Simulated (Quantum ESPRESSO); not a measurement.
Crystal: Tc.

```
CELL_PARAMETERS angstrom
2.74000 0.00000 0.00000
-1.37000 2.37291 0.00000
0.00000 0.00000 4.39800
ATOMIC_POSITIONS crystal
Tc 0.66667 0.33333 0.75000
Tc 0.33333 0.66667 0.25000
```

Base run:

| Item | Value |
| --- | --- |
| Program | Quantum ESPRESSO 7.5 |
| Functional | PBE |
| Potentials or basis | PseudoDojo 0.4 SR PBE stringent |
| Cutoff | 1143 eV |
| Density cutoff | 4572 eV |
| k mesh | 11 × 11 × 6 |
| Occupations | fermi-dirac, width 0.05 eV |
| Spin | no spin polarisation |

Its results: band gap on the k mesh none (metal or under the smearing width); pressure 3.3 GPa.

Task: After a change of settings the same cell gave: band gap on the k mesh none (metal or under the smearing width); pressure 2.5 GPa. Which change was it?
A. potentials or basis from PseudoDojo 0.4 SR PBE stringent to PseudoDojo 0.5 SR PBE stringent
B. potentials or basis from PseudoDojo 0.4 SR PBE stringent to PseudoDojo 0.4.1 SR PBE standard
C. potentials or basis from PseudoDojo 0.4 SR PBE stringent to PseudoDojo 0.5 SR PBE standard
D. potentials or basis from PseudoDojo 0.4 SR PBE stringent to GBRV 1.5 PBE; cutoff from 1143 eV to 612 eV; density cutoff from 4572 eV to 4898 eV

Result: D.
